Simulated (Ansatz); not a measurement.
# Silicon, fcc under RPBE: structure, energy and stiffness, part 1 of 2

The plan for silicon in the fcc structure: relax it, solve it on a dense k-mesh, then scale the cell to 7 volumes from 88 to 112 % of the relaxed one and try a fit of the equation of state. Spin polarisation is left out. The k-meshes are 14×14×14 for the relaxation; 23×23×23 for the dense run; 16×16×16 for the volumes.

This is Si in the fcc structure; at room conditions it is diamond.

Computed with Ansatz 0.2.0 (DFT RPBE, plane waves (420 eV) with PAW, scalar-relativistic; PBE-made PAW files, unless a step says otherwise).

## (1) The starting structure

It takes space group Fm-3m (No. 225, cubic). The conventional cell has a = 3.916 Å, b = 3.916 Å, c = 3.916 Å, α = 90.00°, β = 90.00°, γ = 90.00°. Si (site symmetry m-3m) has 12 Si at 2.77 Å as nearest neighbours.

As a file:

```cif
data_structure
_symmetry_space_group_name_H-M 'P 1'
_symmetry_Int_Tables_number 1
_cell_length_a 2.7692
_cell_length_b 2.7692
_cell_length_c 2.7692
_cell_angle_alpha 60.000
_cell_angle_beta 60.000
_cell_angle_gamma 60.000
_cell_volume 15.02
loop_
_atom_site_label
_atom_site_type_symbol
_atom_site_fract_x
_atom_site_fract_y
_atom_site_fract_z
_atom_site_occupancy
Si1 Si 0.00000 0.00000 0.00000 1
```

## (2) Geometry optimisation

File input.yaml:

```yaml
crystal:
  lattice:
    - [0.0, 1.9581061854, 1.9581061854]
    - [1.9581061854, 0.0, 1.9581061854]
    - [1.9581061854, 1.9581061854, 0.0]
  atoms:
    - { symbol: Si, position: [0.0, 0.0, 0.0] }
hamiltonian:
  xc: rpbe
  pseudopotentials:
    kind: paw
    azcp:
      Si: "pseudopotentials/Si.paw.azcp"
basis:
  ecutwfc: 420
  fft_grid_basis: typed
kpoints:
  mp_grid: { grid: [14, 14, 14], shift: [0, 0, 0] }
magnetization:
  spin_polarized: false
scf:
  occupations: { method: fermi_dirac, width: 0.1 }
relax:
  max_steps: 60
  f_tol: 0.01
  cell: {}
```

Standard output:

```text
Warning: RAYON_NUM_THREADS=2 ignored (pool sized by the plan → 2); use --threads N
Engine: ansatz 0.2.0, aarch64-unknown-linux-gnu
Pseudopotentials: kind: paw
Pseudopotential: Si, paw, valence charge 4, recommended cutoff 420 eV (normal), <dir>
Functional definition: RPBE
  parameter kappa = 0.804
  parameter beta = 0.06672455060314922
  exchange = rpbe_x(kappa = kappa, mu = beta*pi^2/3)
  correlation = pbe_c(beta = beta)
Crystal: 1 atoms, lattice volume = 15.015 Å³
Basis set: ecut = 420 eV, 283 PW (Γ), exchange–correlation on 40×40×40 points (8 copies of the dense FFT grid, shifted against one another)
Bands: 6, of which v1, the nominal top of the filled ones, is band 2 counted from 1 (1 counted from 0)
Symmetry: 48 space group operations
Space group: Fm-3m (ITA 225), of the structure as read, at distance tolerance 2.5e-5 Å
k-points: 104 of 2744
Non-local potential: Si, projectors of the file, l = 0: 2, l = 1: 2, l = 2: 2
PAW form: soft (Blöchl's): semilocal exchange-correlation on the pseudo side does not see the compensation charge
PAW frozen core: Si, regenerated for the run's functional, and the local potential with it (the file was generated under x = pbe(κ = 0.804, μ = 0.2195149727645171), c = pbe(β = 0.06672455060314922))
PAW one-centre angular grid: Si, 110 points (default); XC on 64 Gauss nodes
Initial density: superposition of atomic densities (neutral atoms: chi_scale 0, normalization atom), corrected by the library's trained network
Initial wavefunctions: pseudopotential atomic-orbital guess
Functional: x = rpbe, c = pbe(β = 0.06672455060314922)
SCF iter   1: F=—  HF=-638.335639 eV  |F-HF|=—  |Δ(HF+E_count)|=         —  Δρ=3.32e-3  dr2=1.47e-3  ethr=1.77e-3  ⟨swp⟩=4.9  Hψ=5790  notcnv=0
preconditioner: auto → none  [metal: Δε(μ)=0.069 eV  Ē_g=13.380 eV  σ=0.100 eV  W_gap=0.17  n_scr=0 (ndim 8)  ℏωp=19.2 eV  f_vac=0.000  D(μ)=0.45/eV (n_scr^D=0)]
SCF iter   2: F=—  HF=-638.335322 eV  |F-HF|=—  |Δ(HF+E_count)|=   3.17e-4  Δρ=1.53e-3  dr2=2.99e-4  ethr=3.67e-5  ⟨swp⟩=1.1  Hψ=1471  notcnv=0
SCF iter   3: F=—  HF=-638.335263 eV  |F-HF|=—  |Δ(HF+E_count)|=   5.87e-5  Δρ=7.90e-5  dr2=8.74e-7  ethr=7.49e-6  ⟨swp⟩=2.0  Hψ=807  notcnv=0
SCF iter   4: F=—  HF=-638.335269 eV  |F-HF|=—  |Δ(HF+E_count)|=   5.46e-6  Δρ=1.46e-5  dr2=1.97e-8  ethr=2.18e-8  ⟨swp⟩=2.0  Hψ=810  notcnv=0
iter 5 did not close the SCF: its close was put off for the readings that it lacked (scf_convergence_deferred on its scf_iter line)
SCF iter   5: F=-638.335269 eV  HF=-638.335269 eV  |F-HF|=1.03e-10  |Δ(HF+E_count)|=   3.66e-9  Δρ=2.67e-6  dr2=8.00e-10  ethr=4.94e-10  ⟨swp⟩=1.5  Hψ=679  notcnv=0
SCF iter   6: F=-638.335269 eV  HF=-638.335269 eV  |F-HF|=6.82e-13  |Δ(HF+E_count)|=  2.24e-11  Δρ=2.17e-7  dr2=5.26e-12  ethr=2.00e-11  ⟨swp⟩=1.0  Hψ=1725  notcnv=0
SCF 1 converged in 6 iterations: F = -638.335269 eV  dr2 = 5.26e-12
relax step   1: F+E_penalty+E_count = -638.33526877 eV  Δ(F+E_penalty+E_count) = +0.000e0 eV  max|allowed force component| = 0.000e0 eV/Å  Δτ_max = 0.0000 Å  P = -2.006 GPa  Ω = 15.015 Å³  (6 SCF iters, dr2 threshold 1.00e-7 eV, accepted)
Crystal: 1 atoms, lattice volume = 14.727 Å³
Initial density: handed on by an earlier stage of this run
Initial wavefunctions: those handed on with the density
iter 1 solved again at ethr=1.18e-6 eV; its pass at ethr=3.10e-3 eV (dr2=4.74e-5 eV) is discarded
SCF iter   1: F=—  HF=-638.337667 eV  |F-HF|=—  |Δ(HF+E_count)|=         —  Δρ=5.91e-4  dr2=4.78e-5  ethr=1.18e-6  ⟨swp⟩=1.7  Hψ=6030  notcnv=0
preconditioner: auto → none  [metal: Δε(μ)=0.034 eV  Ē_g=13.541 eV  σ=0.100 eV  W_gap=0.09  n_scr=0 (ndim 8)  ℏωp=19.4 eV  f_vac=0.000  D(μ)=0.44/eV (n_scr^D=0)]
SCF iter   2: F=—  HF=-638.337652 eV  |F-HF|=—  |Δ(HF+E_count)|=   1.49e-5  Δρ=2.69e-4  dr2=9.58e-6  ethr=1.18e-6  ⟨swp⟩=1.0  Hψ=624  notcnv=0
SCF iter   3: F=-638.337647 eV  HF=-638.337647 eV  |F-HF|=5.53e-9  |Δ(HF+E_count)|=   4.60e-6  Δρ=1.08e-5  dr2=8.13e-9  ethr=2.50e-9  ⟨swp⟩=3.1  Hψ=2160  notcnv=0
SCF 2 converged in 3 iterations: F = -638.337647 eV  dr2 = 8.13e-9
relax step   2: F+E_penalty+E_count = -638.33764729 eV  Δ(F+E_penalty+E_count) = -2.379e-3 eV  max|allowed force component| = 0.000e0 eV/Å  Δτ_max = 0.0000 Å  P = -0.552 GPa  Ω = 14.727 Å³  energy of the carried Pulay correction = +5.318e-5 eV  (3 SCF iters, dr2 threshold 1.00e-7 eV, accepted)
Crystal: 1 atoms, lattice volume = 14.620 Å³
iter 1 solved again at ethr=1.75e-7 eV; its pass at ethr=3.10e-3 eV (dr2=7.02e-6 eV) is discarded
SCF iter   1: F=—  HF=-638.337843 eV  |F-HF|=—  |Δ(HF+E_count)|=         —  Δρ=2.31e-4  dr2=7.10e-6  ethr=1.75e-7  ⟨swp⟩=1.6  Hψ=5925  notcnv=0
preconditioner: auto → none  [metal: Δε(μ)=0.021 eV  Ē_g=13.602 eV  σ=0.100 eV  W_gap=0.05  n_scr=0 (ndim 8)  ℏωp=19.4 eV  f_vac=0.000  D(μ)=0.44/eV (n_scr^D=0)]
SCF iter   2: F=—  HF=-638.337844 eV  |F-HF|=—  |Δ(HF+E_count)|=   1.50e-6  Δρ=1.06e-4  dr2=1.45e-6  ethr=1.75e-7  ⟨swp⟩=1.0  Hψ=624  notcnv=0
SCF iter   3: F=-638.337844 eV  HF=-638.337844 eV  |F-HF|=1.07e-9  |Δ(HF+E_count)|=   6.63e-7  Δρ=4.43e-6  dr2=1.24e-9  ethr=2.50e-9  ⟨swp⟩=3.0  Hψ=2127  notcnv=0
SCF 3 converged in 3 iterations: F = -638.337844 eV  dr2 = 1.24e-9
relax step   3: F+E_penalty+E_count = -638.33784350 eV  Δ(F+E_penalty+E_count) = -1.962e-4 eV  max|allowed force component| = 0.000e0 eV/Å  Δτ_max = 0.0000 Å  P = +0.026 GPa  Ω = 14.620 Å³  energy of the carried Pulay correction = +7.310e-5 eV  (3 SCF iters, dr2 threshold 1.00e-7 eV, accepted)
Initial wavefunctions: pseudopotential atomic-orbital guess (no wavefunctions were taken with the density)
iter 1 solved again at ethr=4.11e-8 eV; its pass at ethr=3.10e-3 eV (dr2=1.64e-6 eV) is discarded
SCF iter   1: F=—  HF=-638.337777 eV  |F-HF|=—  |Δ(HF+E_count)|=         —  Δρ=1.53e-5  dr2=3.61e-9  ethr=4.11e-8  ⟨swp⟩=3.1  Hψ=7738  notcnv=0
SCF iter   2: F=—  HF=-638.337781 eV  |F-HF|=—  |Δ(HF+E_count)|=   3.82e-6  Δρ=7.84e-6  dr2=9.68e-10  ethr=9.02e-11  ⟨swp⟩=2.3  Hψ=828  notcnv=0
SCF iter   3: F=-638.337781 eV  HF=-638.337781 eV  |F-HF|=6.82e-13  |Δ(HF+E_count)|=   9.56e-9  Δρ=2.33e-7  dr2=5.20e-12  ethr=1.00e-12  ⟨swp⟩=3.9  Hψ=2332  notcnv=0
SCF 4 converged in 3 iterations: F = -638.337781 eV  dr2 = 5.20e-12
relax step   4: F+E_penalty+E_count = -638.33778062 eV  Δ(F+E_penalty+E_count) = +6.288e-5 eV  max|allowed force component| = 0.000e0 eV/Å  Δτ_max = 0.0000 Å  P = +0.016 GPa  Ω = 14.620 Å³  stress off target by 1.63e-2 GPa  SCF on the basis re-selected at this cell (its energy is not comparable with the rows above)  (3 SCF iters)
basis re-selected at this cell: Δ(F+E_penalty+E_count) = +6.288e-5 eV, ΔP = -0.010 GPa vs the last step (what re-selecting the basis moved, of the pressure what is left beyond the Pulay correction that the steps carried, after the strain that the cell walked since its last selection, with what the two solves' SCF thresholds leave and, on support functions, any second-order correction that the steps lacked; it is no measure of the basis error at this ecutwfc). This SCF's stress stands 1.63e-2 GPa from its target on what of the cell is left free (relax.cell.stress_tol is 5.00e-2 GPa) and its largest allowed force component is 0.00e0 eV/Å (relax.f_tol is 1.00e-2 eV/Å): within both
SCF converged after 3 iterations
Free energy (F): -638.337781 eV
Harris-Foulkes:  -638.337781 eV  (|F-HF|=6.82e-13)
Internal energy: -638.323065 eV  (E = F + TS)
E sigma→0 (E₀):  -638.330423 eV
Entropy (-TS):   -0.014716 eV (-14.716 meV/atom)
Fermi energy:    10.696471 eV
--- Per-component energies (eV) ---
  E_band       = 20.043901
  E_kinetic    = 40.680419
  E_local      = 2.980764  (includes V_loc(G=0)·N_el)
  E_nonlocal   = 24.680694
  E_hartree    = 0.414663
  E_xc         = -55.979059
  E_vxc        = -47.582175  (∫ρ·V_xc dr)
  E_paw        = -515.006923  (= ΣΔE_a)
  E_vpaw       = -1.545134  (= ΣTr[D̂ρ^β])
  E_aug_tail   = 0.000008  (compensation charges beyond the density's cutoff)
  E_ewald      = -136.069647
  E_core_change = -0.023983  (= ΣΔE_core)
  E_smearing   = -0.014716  (= −TS)
  E_closure    = 0.000000  (closes the sum)
  Σ components = -638.337781   (vs F -638.337781, Δ=0.00e0)
--- Forces (eV/Å), atoms counted from 1 ---
  atom   1  Si     0.00000000     0.00000000    -0.00000000
  max |Σ_I F_I| component: 1.64e-32 eV/Å
--- Stress (GPa, compression-positive) ---
        0.016330      -0.000000       0.000000
       -0.000000       0.016330       0.000000
        0.000000       0.000000       0.016330
  P = ⅓ Tr σ = 0.0163 GPa (0.163 kbar)
--- Relaxed structure (3 steps of the walk, 3 accepted, 1 SCFs on fresh bases) ---
  F+E_penalty+E_count = -638.33778062 eV   max|allowed force component| = 0.000e0 eV/Å   (the final SCF, on the basis selected at the relaxed cell)
  cell:  # Å, volume = 14.6204 Å³
    - [-1.6448497843691074e-33, 1.9407822317958485, 1.9407822317958485]
    - [1.9407822317958485, -9.490130411268036e-33, 1.9407822317958485]
    - [1.9407822317958485, 1.9407822317958485, -6.625575946524547e-33]
  atoms:
    - { symbol: Si, position: [0.0, 0.0, 0.0] }
```

Run time: 1.8 s. Hardware: 2 threads of an Arm CPU, shared host; peak memory 0.26 GiB.

Step by step:

```csv
step,energy change (meV/atom),largest force (eV/Å),pressure (GPa),volume (Å³/atom)
1,0.00,0.0000,-2.01,15.015
2,-2.38,0.0000,-0.55,14.727
3,-2.57,0.0000,0.03,14.620
4,-2.51,0.0000,0.02,14.620
```

Steps that repeat a cell are solved on a basis chosen anew, so their changes of energy are no gain of the relaxation.

The cell of the run, before and after:

|  | before | after | change |
| --- | --- | --- | --- |
| a (Å) | 2.769 | 2.745 | -0.9 % |
| b (Å) | 2.769 | 2.745 | -0.9 % |
| c (Å) | 2.769 | 2.745 | -0.9 % |
| volume (Å³/atom) | 15.015 | 14.620 | -2.6 % |
| shortest distance (Å) | 2.769 | 2.745 | -0.9 % |
| space group (spins left aside) | Fm-3m | Fm-3m | same |

## (3) Dense single point

File input.yaml:

```yaml
crystal:
  lattice:
    - [0.0, 1.9407822318, 1.9407822318]
    - [1.9407822318, 0.0, 1.9407822318]
    - [1.9407822318, 1.9407822318, 0.0]
  atoms:
    - { symbol: Si, position: [0.0, 0.0, 0.0] }
hamiltonian:
  xc: rpbe
  pseudopotentials:
    kind: paw
    azcp:
      Si: "pseudopotentials/Si.paw.azcp"
basis:
  ecutwfc: 420
  fft_grid_basis: typed
kpoints:
  mp_grid: { grid: [23, 23, 23], shift: [0, 0, 0] }
magnetization:
  spin_polarized: false
scf:
  occupations: { method: fermi_dirac, width: 0.1 }
```

Standard output (excerpt; [...] marks lines left out):

```text
Warning: RAYON_NUM_THREADS=2 ignored (pool sized by the plan → 2); use --threads N
[...]
[... 3 set-up lines as earlier in the session ...]
[...]
Crystal: 1 atoms, lattice volume = 14.620 Å³
Basis set: ecut = 420 eV, 283 PW (Γ)
Bands: 6, of which v1, the nominal top of the filled ones, is band 2 counted from 1 (1 counted from 0)
[... 1 set-up line as earlier in the session ...]
Space group: Fm-3m (ITA 225), of the structure as read, at distance tolerance 2.4e-5 Å
k-points: 364 of 12167
[...]
SCF iter   1: F=—  HF=-638.341934 eV  |F-HF|=—  |Δ(HF+E_count)|=         —  Δρ=3.40e-3  dr2=1.49e-3  ethr=1.77e-3  ⟨swp⟩=4.9  Hψ=20315  notcnv=0
[...]
SCF iter   6: F=-638.341525 eV  HF=-638.341525 eV  |F-HF|=3.41e-13  |Δ(HF+E_count)|=  1.49e-11  Δρ=1.37e-7  dr2=2.14e-12  ethr=1.07e-11  ⟨swp⟩=1.0  Hψ=6049  notcnv=0
[...]
SCF converged after 6 iterations
Free energy (F): -638.341525 eV
[...]
E sigma→0 (E₀):  -638.334417 eV
Entropy (-TS):   -0.014215 eV (-14.215 meV/atom)
Fermi energy:    10.696526 eV
[...]
```

It took 1.1 s on 2 threads of an Arm CPU, shared host; peak memory 0.28 GiB.

## (4) At 88 % of the relaxed volume

File input.yaml:

```yaml
crystal:
  lattice:
    - [0.0, 1.8598205047, 1.8598205047]
    - [1.8598205047, 0.0, 1.8598205047]
    - [1.8598205047, 1.8598205047, 0.0]
  atoms:
    - { symbol: Si, position: [0.0, 0.0, 0.0] }
hamiltonian:
  xc: rpbe
  pseudopotentials:
    kind: paw
    azcp:
      Si: "pseudopotentials/Si.paw.azcp"
basis:
  ecutwfc: 420
  fft_grid_basis: typed
kpoints:
  mp_grid: { grid: [16, 16, 16], shift: [0, 0, 0] }
magnetization:
  spin_polarized: false
scf:
  occupations: { method: fermi_dirac, width: 0.1 }
  lower_state_search: "off"
output:
  stress: true
  write_density: true
  write_potential: true
  elf: true
  volumetric_format: npy
```

Standard output (excerpt; [...] marks lines left out):

```text
Warning: RAYON_NUM_THREADS=2 ignored (pool sized by the plan → 2); use --threads N
[...]
[... 3 set-up lines as earlier in the session ...]
[...]
Crystal: 1 atoms, lattice volume = 12.866 Å³
Basis set: ecut = 420 eV, 259 PW (Γ)
Bands: 6, of which v1, the nominal top of the filled ones, is band 2 counted from 1 (1 counted from 0)
[... 1 set-up line as earlier in the session ...]
Space group: Fm-3m (ITA 225), of the structure as read, at distance tolerance 2.3e-5 Å
k-points: 145 of 4096
[...]
SCF iter   1: F=—  HF=-638.268669 eV  |F-HF|=—  |Δ(HF+E_count)|=         —  Δρ=5.20e-3  dr2=2.86e-3  ethr=1.77e-3  ⟨swp⟩=4.9  Hψ=8083  notcnv=0
[...]
SCF iter   6: F=-638.267838 eV  HF=-638.267838 eV  |F-HF|=3.41e-13  |Δ(HF+E_count)|=  8.41e-12  Δρ=1.08e-7  dr2=1.20e-12  ethr=1.50e-11  ⟨swp⟩=4.5  Hψ=3335  notcnv=0
[...]
SCF converged after 6 iterations
Free energy (F): -638.267838 eV
[...]
E sigma→0 (E₀):  -638.260431 eV
Entropy (-TS):   -0.014814 eV (-14.814 meV/atom)
Fermi energy:    12.566949 eV
[...]
--- Stress (GPa, compression-positive) ---
       14.204953      -0.000000       0.000000
       -0.000000      14.204953      -0.000000
        0.000000      -0.000000      14.204953
  P = ⅓ Tr σ = 14.2050 GPa (142.050 kbar)
--- Band table (eV; the first three rows and the last of 145) ---
  k-point 0: bands = ["-3.0826", "24.8958", "24.8958", "24.8958", "25.2658", "25.2658"]
[...]
```

Wall time 0.69 s (2 threads of an Arm CPU, shared host); peak memory 0.25 GiB.

Axes a, b and c in the maps are those of this run's conventional cell (a, b, c = 3.720, 3.720, 3.720 Å).

Density in a lattice plane of the grid's cell (edges 3.72 and 3.72 Å, at 0.000 of the third edge), which holds Si.

Values in e/Å³, 12 rows by 12 columns:
```
0.15 0.24 0.37 0.35 0.26 0.20 0.18 0.20 0.26 0.35 0.37 0.24
0.33 0.37 0.39 0.34 0.28 0.26 0.25 0.26 0.28 0.34 0.39 0.37
0.35 0.35 0.34 0.33 0.34 0.35 0.35 0.35 0.34 0.33 0.34 0.35
0.25 0.26 0.28 0.34 0.39 0.37 0.33 0.37 0.39 0.34 0.28 0.26
0.18 0.20 0.26 0.35 0.37 0.24 0.15 0.24 0.37 0.35 0.26 0.20
0.16 0.18 0.25 0.35 0.33 0.15 0.05 0.15 0.33 0.35 0.25 0.18
0.18 0.20 0.26 0.35 0.37 0.24 0.15 0.24 0.37 0.35 0.26 0.20
0.25 0.26 0.28 0.34 0.39 0.37 0.33 0.37 0.39 0.34 0.28 0.26
0.35 0.35 0.34 0.33 0.34 0.35 0.35 0.35 0.34 0.33 0.34 0.35
0.33 0.37 0.39 0.34 0.28 0.26 0.25 0.26 0.28 0.34 0.39 0.37
0.15 0.24 0.37 0.35 0.26 0.20 0.18 0.20 0.26 0.35 0.37 0.24
0.05 0.15 0.33 0.35 0.25 0.18 0.16 0.18 0.25 0.35 0.33 0.15
```
Columns run along the first of these edges and rows up along the second, over one cell in 12 and 12 even steps from the bottom left corner. Atoms in the plane (fractional): Si at (0.00, 0.00), Si at (0.50, 0.50).

ELF in the same plane.

Values, 12 rows by 12 columns:
```
0.37 0.35 0.54 0.60 0.41 0.26 0.22 0.26 0.41 0.60 0.53 0.35
0.44 0.54 0.64 0.59 0.47 0.41 0.39 0.41 0.47 0.59 0.64 0.53
0.59 0.60 0.59 0.57 0.59 0.60 0.59 0.60 0.59 0.57 0.59 0.60
0.39 0.41 0.47 0.59 0.64 0.54 0.44 0.53 0.64 0.59 0.47 0.41
0.22 0.26 0.41 0.60 0.54 0.35 0.37 0.35 0.53 0.60 0.41 0.26
0.16 0.22 0.39 0.59 0.44 0.37 0.72 0.37 0.44 0.59 0.39 0.22
0.22 0.26 0.41 0.60 0.53 0.35 0.37 0.35 0.54 0.60 0.41 0.26
0.39 0.41 0.47 0.59 0.64 0.53 0.44 0.54 0.64 0.59 0.47 0.41
0.59 0.60 0.59 0.57 0.59 0.60 0.59 0.60 0.59 0.57 0.59 0.60
0.44 0.53 0.64 0.59 0.47 0.41 0.39 0.41 0.47 0.59 0.64 0.54
0.37 0.35 0.53 0.60 0.41 0.26 0.22 0.26 0.41 0.60 0.54 0.35
0.72 0.37 0.44 0.59 0.39 0.22 0.16 0.22 0.39 0.59 0.44 0.37
```
Columns run along the first of these edges and rows up along the second, over one cell in 12 and 12 even steps from the bottom left corner. Atoms in the plane (fractional): Si at (0.00, 0.00), Si at (0.50, 0.50).

Both are smooth fields of the valence electrons: close to the nuclei they are not physical.

Maxima of ELF outside the ion cores: 0.66 in the shell around Si, 0.9 Å from Si.

## (5) At 92 % of the relaxed volume

Edit input.yaml of step 4 so:

```diff
@@ -2,5 +2,5 @@
   lattice:
-    - [0.0, 1.8598205047, 1.8598205047]
-    - [1.8598205047, 0.0, 1.8598205047]
-    - [1.8598205047, 1.8598205047, 0.0]
+    - [0.0, 1.8875831128, 1.8875831128]
+    - [1.8875831128, 0.0, 1.8875831128]
+    - [1.8875831128, 1.8875831128, 0.0]
   atoms:
```

Standard output (excerpt; [...] marks lines left out):

```text
Warning: RAYON_NUM_THREADS=2 ignored (pool sized by the plan → 2); use --threads N
[...]
[... 3 set-up lines as earlier in the session ...]
[...]
Crystal: 1 atoms, lattice volume = 13.451 Å³
Basis set: ecut = 420 eV, 259 PW (Γ)
Bands: 6, of which v1, the nominal top of the filled ones, is band 2 counted from 1 (1 counted from 0)
[... 2 set-up lines as earlier in the session ...]
k-points: 145 of 4096
[...]
SCF iter   1: F=—  HF=-638.309784 eV  |F-HF|=—  |Δ(HF+E_count)|=         —  Δρ=4.37e-3  dr2=2.17e-3  ethr=1.77e-3  ⟨swp⟩=4.9  Hψ=8084  notcnv=0
[...]
SCF iter   6: F=-638.309161 eV  HF=-638.309161 eV  |F-HF|=2.16e-12  |Δ(HF+E_count)|=  3.13e-10  Δρ=2.50e-7  dr2=7.27e-12  ethr=3.99e-11  ⟨swp⟩=4.3  Hψ=3346  notcnv=0
[...]
SCF converged after 6 iterations
Free energy (F): -638.309161 eV
[...]
E sigma→0 (E₀):  -638.301798 eV
Entropy (-TS):   -0.014725 eV (-14.725 meV/atom)
Fermi energy:    11.900050 eV
[...]
--- Stress (GPa, compression-positive) ---
        8.614821       0.000000      -0.000000
       -0.000000       8.614821       0.000000
       -0.000000       0.000000       8.614821
  P = ⅓ Tr σ = 8.6148 GPa (86.148 kbar)
--- Band table (eV; the first three rows and the last of 145) ---
  k-point 0: bands = ["-3.3042", "24.0147", "24.0147", "24.0147", "24.0523", "24.0523"]
[...]
```

It took 0.68 s on 2 threads of an Arm CPU, shared host; peak memory 0.25 GiB.

## (6) At 96 % of the relaxed volume

Edit input.yaml of step 5 so:

```diff
@@ -2,5 +2,5 @@
   lattice:
-    - [0.0, 1.8875831128, 1.8875831128]
-    - [1.8875831128, 0.0, 1.8875831128]
-    - [1.8875831128, 1.8875831128, 0.0]
+    - [0.0, 1.9145522295, 1.9145522295]
+    - [1.9145522295, 0.0, 1.9145522295]
+    - [1.9145522295, 1.9145522295, 0.0]
   atoms:
@@ -25,5 +25 @@
   stress: true
-  write_density: true
-  write_potential: true
-  elf: true
-  volumetric_format: npy
```

Standard output (excerpt; [...] marks lines left out):

```text
Warning: RAYON_NUM_THREADS=2 ignored (pool sized by the plan → 2); use --threads N
[...]
[... 3 set-up lines as earlier in the session ...]
[...]
Crystal: 1 atoms, lattice volume = 14.036 Å³
Basis set: ecut = 420 eV, 283 PW (Γ)
Bands: 6, of which v1, the nominal top of the filled ones, is band 2 counted from 1 (1 counted from 0)
[... 2 set-up lines as earlier in the session ...]
k-points: 145 of 4096
[...]
SCF iter   1: F=—  HF=-638.332373 eV  |F-HF|=—  |Δ(HF+E_count)|=         —  Δρ=3.78e-3  dr2=1.74e-3  ethr=1.77e-3  ⟨swp⟩=4.9  Hψ=8090  notcnv=0
[...]
SCF iter   6: F=-638.331881 eV  HF=-638.331881 eV  |F-HF|=1.71e-12  |Δ(HF+E_count)|=  2.10e-10  Δρ=2.66e-7  dr2=8.03e-12  ethr=3.27e-11  ⟨swp⟩=1.2  Hψ=2399  notcnv=0
[...]
SCF converged after 6 iterations
Free energy (F): -638.331881 eV
[...]
E sigma→0 (E₀):  -638.324379 eV
Entropy (-TS):   -0.015004 eV (-15.004 meV/atom)
Fermi energy:    11.284211 eV
[...]
--- Stress (GPa, compression-positive) ---
        4.002124       0.000000      -0.000000
        0.000000       4.002124      -0.000000
        0.000000      -0.000000       4.002124
  P = ⅓ Tr σ = 4.0021 GPa (40.021 kbar)
```

It took 0.55 s on 2 threads of an Arm CPU, shared host; peak memory 0.25 GiB.

(Continued in part 2 of 2.)
